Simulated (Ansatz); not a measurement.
The same calculation of KNbO₃, space group P4mm as a Python script and as an input file (the Ansatz DFT code, driven from Python).

`run_bands.py`
```python
import itertools

import ansatz as az
import matplotlib.pyplot as plt
import numpy as np

vectors = np.array([
    [3.996, 0.0, 0.0],
    [0.0, 3.996, 0.0],
    [0.0, 0.0, 4.063],
])
cell = (
    az.Lattice.of(vectors)
    .atom("K", [0.0, 0.0, 0.018])
    .atom("Nb", [0.5, 0.5, 0.5])
    .atom("O", [0.5, 0.5, 0.044])
    .atom("O", [0.5, 0.0, 0.54])
    .atom("O", [0.0, 0.5, 0.54])
)

path = [
    ("G", (0.0, 0.0, 0.0)),
    ("X", (0.0, 0.5, 0.0)),
    ("M", (0.5, 0.5, 0.0)),
    ("G", (0.0, 0.0, 0.0)),
    ("Z", (0.0, 0.0, 0.5)),
]
setup = (
    cell.calculation()
    .occupations(az.OccupationsMethod.COLD, width=0.15)
    .kpoints(3)
    .basis(18 * az.Ha, xc_grid=1)
    .eigensolver("davidson", mixed_precision=False)
    .functional(az.Functional.PBESOL)
    .band_structure([point for _, point in path], intervals=8)
    .scf(extra_bands=10)
    .density()
)
out = setup.run(threads=1)
report = out.report

energy = report["free_energy_ev"]
print("F of the KNbO3 cell: {:.6f} eV = {:.6f} Ry = {:.6f} Ha".format(energy, energy / 13.605693, energy / 27.211386))
print("Fermi level {:.4f} eV, {} k-points, {} symmetry operations".format(report["fermi_energy_ev"], report["n_kpoints"], report["n_symmetry_ops"]))

rho = out.density()
total = sum(channel.density_e_per_ang3 for channel in rho.channels[:2])
grid_cell = np.asarray(rho.fft_grid_basis) @ out.lattice.cell_ang
mesh = np.stack(np.meshgrid(*[np.arange(n) / n for n in rho.dims], indexing="ij"), axis=-1)
for site in out.lattice.sites:
    offset = mesh - site.position_ang @ np.linalg.inv(grid_cell)
    offset -= offset.round()
    distance = np.min([np.linalg.norm((offset + shift) @ grid_cell, axis=-1) for shift in itertools.product((-1, 0, 1), repeat=3)], axis=0)
    inside = [total[distance < radius].sum() * rho.cell_volume_ang3 / total.size for radius in (0.8, 1.0, 1.2)]
    print(site.symbol, "electrons within 0.8, 1.0, 1.2 A:", np.round(inside, 2))

bands = out.band_structure()
fermi = bands.fermi_energy_ev
print(f"zero of the bands: {fermi:.3f} eV, the Fermi level found on the SCF mesh")
reciprocal = 2 * np.pi * np.linalg.inv(out.lattice.cell_ang).T
steps = np.linalg.norm(np.diff(bands.kpoints_frac @ reciprocal, axis=0), axis=1)
distance = np.concatenate([[0], np.cumsum(steps)])
fig, ax = plt.subplots(figsize=(5, 4))
for channel, colour in zip(bands.channels, ("C0", "C3")):
    ax.plot(distance, channel.eigenvalues_ev - fermi, colour, lw=1)
ax.set_xticks(distance[::8], [label for label, _ in path])
ax.set(ylim=(-4, 4), ylabel="E - E_F (eV)", xlim=(0, distance[-1]))
ax.grid(axis="x")
fig.savefig("bands.png", dpi=100)
first = bands.channels[0].eigenvalues_ev - fermi
near = np.argsort(np.abs(first.mean(axis=0)))[:4]
for band in sorted(near):
    print(f"band {band + 1}: {first[:, band].min():.3f} to {first[:, band].max():.3f} eV")
```

`python run_bands.py` gives:
```text
F of the KNbO3 cell: -7699.259602 eV = -565.885148 Ry = -282.942574 Ha
Fermi level 8.8690 eV, 6 k-points, 8 symmetry operations
K electrons within 0.8, 1.0, 1.2 A: [5.14 6.65 7.45]
Nb electrons within 0.8, 1.0, 1.2 A: [ 6.93  8.85 10.18]
O electrons within 0.8, 1.0, 1.2 A: [4.88 6.   6.92]
O electrons within 0.8, 1.0, 1.2 A: [4.89 6.   6.85]
O electrons within 0.8, 1.0, 1.2 A: [4.89 6.   6.85]
zero of the bands: 8.869 eV, the Fermi level found on the SCF mesh
band 18: -2.497 to -1.729 eV
band 19: -2.272 to -1.513 eV
band 20: -1.843 to -0.711 eV
band 21: 0.823 to 3.579 eV
```

`input.yaml`:
```yaml
crystal:
  lattice:
    - [3.996, 0.0, 0.0]
    - [0.0, 3.996, 0.0]
    - [0.0, 0.0, 4.063]
  atoms:
    - { symbol: K, position: [0.0, 0.0, 0.018] }
    - { symbol: Nb, position: [0.5, 0.5, 0.5] }
    - { symbol: O, position: [0.5, 0.5, 0.044] }
    - { symbol: O, position: [0.5, 0.0, 0.54] }
    - { symbol: O, position: [0.0, 0.5, 0.54] }
basis:
  ecutwfc: 489.8049524278
  xc_grid: 1
kpoints:
  mp_grid: { grid: [3, 3, 3] }
  band_path:
    path:
      - [0.0, 0.0, 0.0]
      - [0.0, 0.5, 0.0]
      - [0.5, 0.5, 0.0]
      - [0.0, 0.0, 0.0]
      - [0.0, 0.0, 0.5]
    npoints: 8
hamiltonian:
  xc: pbesol
scf:
  n_extra_bands: 10
  occupations: { method: cold, width: 0.15 }
  eigensolver: { kind: davidson, mixed_precision: false }
output:
  write_density: true
```

On the command line:
```console
$ ansatz run input.yaml --threads 1 --pin off --max-ram 3072MiB --backend cpu --events-out ev --progress --plain --runs-dir out
scf.n_extra_bands = 10 over 20 filled bands (N_el = 40.0): the run solves 30 bands
Engine: ansatz 0.2.0, x86_64-unknown-linux-gnu
Pseudopotentials: kind: paw
Pseudopotential: K, paw, valence charge 9, recommended cutoff 420 eV (normal), K.paw.azcp
Pseudopotential: Nb, paw, valence charge 13, recommended cutoff 420 eV (normal), Nb.paw.azcp
Pseudopotential: O, paw, valence charge 6, recommended cutoff 420 eV (normal), O.paw.azcp
Functional definition: PBEsol
  exchange = pbesol_x
  correlation = pbesol_c
Crystal: 5 atoms, lattice volume = 64.878 Å³
Basis set: ecut = 489.8049524278 eV, 1591 PW (Γ)
Bands: 30, of which v1, the nominal top of the filled ones, is band 20 counted from 1 (19 counted from 0)
Symmetry: 8 space group operations
Space group: P4mm (ITA 99), of the structure as read, at distance tolerance 4.0e-5 Å
k-points: 6 of 27 (time reversal used)
Non-local potential: K, projectors of the file, l = 0: 3, l = 1: 2, l = 2: 2
Non-local potential: Nb, projectors of the file, l = 0: 3, l = 1: 2, l = 2: 2, l = 3: 1
Non-local potential: O, projectors of the file, l = 0: 2, l = 1: 2, l = 2: 1
PAW form: soft (Blöchl's): semilocal exchange-correlation on the pseudo side does not see the compensation charge
PAW frozen core: K, regenerated for the run's functional, and the local potential with it (the file was generated under x = pbe(κ = 0.804, μ = 0.2195149727645171), c = pbe(β = 0.06672455060314922))
PAW frozen core: Nb, regenerated for the run's functional, and the local potential with it (the file was generated under x = pbe(κ = 0.804, μ = 0.2195149727645171), c = pbe(β = 0.06672455060314922))
PAW frozen core: O, regenerated for the run's functional, and the local potential with it (the file was generated under x = pbe(κ = 0.804, μ = 0.2195149727645171), c = pbe(β = 0.06672455060314922))
PAW one-centre angular grid: K, 110 points (default); XC on 64 Gauss nodes
PAW one-centre angular grid: Nb, 590 points (default); XC on 64 Gauss nodes
PAW one-centre angular grid: O, 110 points (default); XC on 64 Gauss nodes
Initial density: superposition of atomic densities (neutral atoms: chi_scale 0, normalization atom), corrected by the library's trained network
Initial wavefunctions: pseudopotential atomic-orbital guess
Functional: x = pbesol(κ = 0.804, μ = 0.12345679012345678), c = pbesol(β = 0.046)
SCF iter   1: F=—  HF=-7699.288554 eV  |F-HF|=—  |Δ(HF+E_count)|=         —  Δρ=1.54e-2  dr2=1.29e-1  ethr=1.77e-3  ⟨swp⟩=13.0  Hψ=920  notcnv=0
preconditioner: auto → Resta (q_TF=auto, 2.517 Å⁻¹)  ε∞=4.0  [insulator: Δε(μ)=1.688 eV  Ē_g=14.570 eV  σ=0.150 eV  W_gap=1.00  n_scr=18 (ndim 8)  ℏωp=25.3 eV  f_vac=0.016  D(μ)=0.00/eV (n_scr^D=0)  ε∞_Penn≈4.0]
SCF iter   2: F=—  HF=-7699.263729 eV  |F-HF|=—  |Δ(HF+E_count)|=   2.48e-2  S|Δr|=    0.00e0  Δρ=5.55e-3  dr2=2.01e-2  ethr=3.24e-4  ⟨swp⟩=3.0  Hψ=413  notcnv=0
iter 3 solved again at ethr=4.09e-6 eV; its pass at ethr=5.01e-5 eV (dr2=1.64e-3 eV) is discarded
SCF iter   3: F=—  HF=-7699.259863 eV  |F-HF|=—  |Δ(HF+E_count)|=   3.87e-3  S|Δr|=    0.00e0  Δρ=1.66e-3  dr2=1.66e-3  ethr=4.09e-6  ⟨swp⟩=2.7  Hψ=618  notcnv=0
SCF iter   4: F=—  HF=-7699.259589 eV  |F-HF|=—  |Δ(HF+E_count)|=   2.73e-4  S|Δr|=    0.00e0  Δρ=4.06e-4  dr2=1.15e-4  ethr=4.09e-6  ⟨swp⟩=3.0  Hψ=333  notcnv=0
SCF iter   5: F=—  HF=-7699.259608 eV  |F-HF|=—  |Δ(HF+E_count)|=   1.87e-5  S|Δr|=    0.00e0  Δρ=2.81e-4  dr2=4.24e-5  ethr=2.89e-7  ⟨swp⟩=3.0  Hψ=370  notcnv=0
SCF iter   6: F=—  HF=-7699.259602 eV  |F-HF|=—  |Δ(HF+E_count)|=   6.02e-6  S|Δr|=    0.00e0  Δρ=9.39e-5  dr2=5.02e-6  ethr=1.06e-7  ⟨swp⟩=3.0  Hψ=324  notcnv=0
SCF iter   7: F=—  HF=-7699.259602 eV  |F-HF|=—  |Δ(HF+E_count)|=   4.14e-7  S|Δr|=    0.00e0  Δρ=2.66e-5  dr2=3.91e-7  ethr=1.26e-8  ⟨swp⟩=3.0  Hψ=352  notcnv=0
SCF iter   8: F=-7699.259602 eV  HF=-7699.259602 eV  |F-HF|=1.13e-8  |Δ(HF+E_count)|=   2.31e-8  S|Δr|=    0.00e0  Δρ=6.95e-6  dr2=2.51e-8  ethr=9.77e-10  ⟨swp⟩=3.0  Hψ=341  notcnv=0
SCF 1 converged in 8 iterations: F = -7699.259602 eV  dr2 = 2.51e-8
  greatest PAW one-centre occupation: 0.998 electrons in one spin orbital (limit 2), on the Nb atom at site 1 (counted from 0), in its partial waves of l = 0
NSCF: frozen V_eff on 33 k-points
SCF converged after 8 iterations
Stability not checked: this state was not tested for a lower state beside it, because cold or Methfessel-Paxton smearing, or corrected tetrahedra, fill the levels in a way that the test cannot read (fill_not_monotonic; see scf.lower_state_search)
Free energy (F): -7699.259602 eV
Harris-Foulkes:  -7699.259602 eV  (|F-HF|=1.13e-8)
Internal energy: -7699.259602 eV  (E = F + TS)
E sigma→0 (E₀):  -7699.259602 eV
Fermi energy:    8.868982 eV
Step filling:    the computed levels leave a gap of 1.8842 eV = 12.6 smearing widths at the electron count; against every level under it full and every level over it empty, smearing changes F+E_penalty+E_count by -4.37e-19 meV and its σ→0 estimate by -5.20e-17 meV
--- Per-component energies (eV) ---
  E_band       = -231.084300
  E_kinetic    = 1171.517720
  E_local      = -2400.702401  (includes V_loc(G=0)·N_el)
  E_nonlocal   = 274.468965
  E_hartree    = 811.893140
  E_xc         = -527.125727
  E_vxc        = -657.417768  (∫ρ·V_xc dr)
  E_paw        = -4234.578803  (= ΣΔE_a)
  E_vpaw       = -242.743284  (= ΣTr[D̂ρ^β])
  E_aug_tail   = 0.003669  (compensation charges beyond the density's cutoff)
  E_ewald      = -2795.138623
  E_core_change = 0.402458  (= ΣΔE_core)
  E_smearing   = 0.000000  (= −TS)
  E_closure    = -0.000000  (closes the sum)
  Σ components = -7699.259602   (vs F -7699.259602, Δ=0.00e0)
--- Band table (eV; the first three rows and the last of 6) ---
  k-point 0: bands = ["-46.5782", "-22.8138", "-22.6964", "-22.6964", "-19.0488", "-8.9305", "-8.4714", "-8.4580", "-2.6691", "-2.6652", "-2.6652", "5.8770", "5.8798", "5.8798", "6.5775", "6.5775", "6.9992", "7.1402", "7.3320", "7.3320", "9.6918", "10.3680", "10.3680", "13.6452", "13.7849", "14.5487", "15.9571", "16.0770", "19.0395", "19.0395"]
  k-point 1: bands = ["-46.5770", "-22.8997", "-22.6933", "-22.6933", "-19.0296", "-8.8734", "-8.4427", "-7.9178", "-2.6428", "-2.6428", "-2.5571", "3.7244", "5.3896", "5.3896", "6.1824", "6.1824", "6.2713", "6.6764", "7.3526", "7.3526", "9.7725", "11.9028", "11.9028", "13.6636", "15.6281", "16.5280", "16.9816", "17.5034", "18.6071", "19.2019"]
  k-point 2: bands = ["-46.5766", "-22.8104", "-22.7998", "-22.6927", "-19.0275", "-8.8816", "-8.4500", "-7.8128", "-2.6416", "-2.6359", "-2.5691", "3.7632", "5.5445", "5.6990", "5.9736", "6.0924", "6.3593", "6.6905", "6.6923", "7.0542", "10.4341", "11.7123", "11.8011", "13.7407", "15.4803", "16.4530", "17.1125", "17.3918", "18.5786", "19.2393"]
  k-point 5: bands = ["-46.5738", "-22.8896", "-22.7913", "-22.7906", "-19.0068", "-8.0144", "-7.8282", "-7.7775", "-2.8098", "-2.7949", "-2.6511", "3.5663", "3.5730", "4.1000", "4.5419", "4.6599", "4.6853", "7.5181", "7.5996", "7.8076", "12.5524", "12.6786", "12.7128", "16.9149", "17.3843", "17.4229", "18.0688", "18.2938", "19.1936", "19.1994"]
```

These settings explore the input space; cutoff and mesh may be short of convergence. No spin polarisation was allowed. The k-point mesh is coarse, and energy and stress weren't tested for convergence. Only differences from the Fermi energy are physical; the zero of the scale is a convention. In a crystal with a gap the Fermi level's place inside it depends on smearing and mesh. Grid values close to the nuclei reflect the PAW or pseudopotential construction, not the all-electron fields. The structure is a deposited one; some such entries were measured under pressure or heat, so a shift against it needn't be the functional's error alone. Levels are Kohn-Sham eigenvalues on this mesh, without spin-orbit coupling. Finished in 6.1 s on 1 thread of Intel(R) Xeon(R) Processor @ 2.30GHz, with other jobs on the host, peak memory 0.54 GiB.
